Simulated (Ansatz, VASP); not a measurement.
Two plane-wave programs on V

```
CELL_PARAMETERS angstrom
1.87011 1.87011 0.00000
-1.87011 1.87011 0.00000
0.00000 0.00000 3.74023
ATOMIC_POSITIONS crystal
V 0.00000 0.00000 0.00000
V 0.50000 0.50000 0.50000
```

Change from the starting cell: equal strain along all axes, cell held, atoms relaxed: -2.0 %.

Alike in both runs: task single point; functional PBE; k mesh 16 × 16 × 12; occupations gaussian, width 0.1 eV; no spin polarisation.

|  | VASP | Ansatz |
| --- | --- | --- |
| version | VASP 6.6.1 | Ansatz 0.2.0 |
| potentials or method | VASP PAW PBE potentials, release 64 (V_sv) | scalar-relativistic, plane waves, PAW |
| plane-wave cutoff (eV) | 520 | 420 |
| valence electrons in the cell | 26 | 26 |

VASP gave:

```
gap on the k mesh at the Fermi level (eV) : none
pressure (GPa)                            : 12.3
```

**Question.** What did Ansatz give for the same quantities?

**Answer.** gap on the k mesh at the Fermi level (eV): none; pressure (GPa): 12.0.

A gap of «none» marks a metal or a gap that the smearing closes.

Caveats: the real-space grid breaks the cell's symmetry a little (VASP).
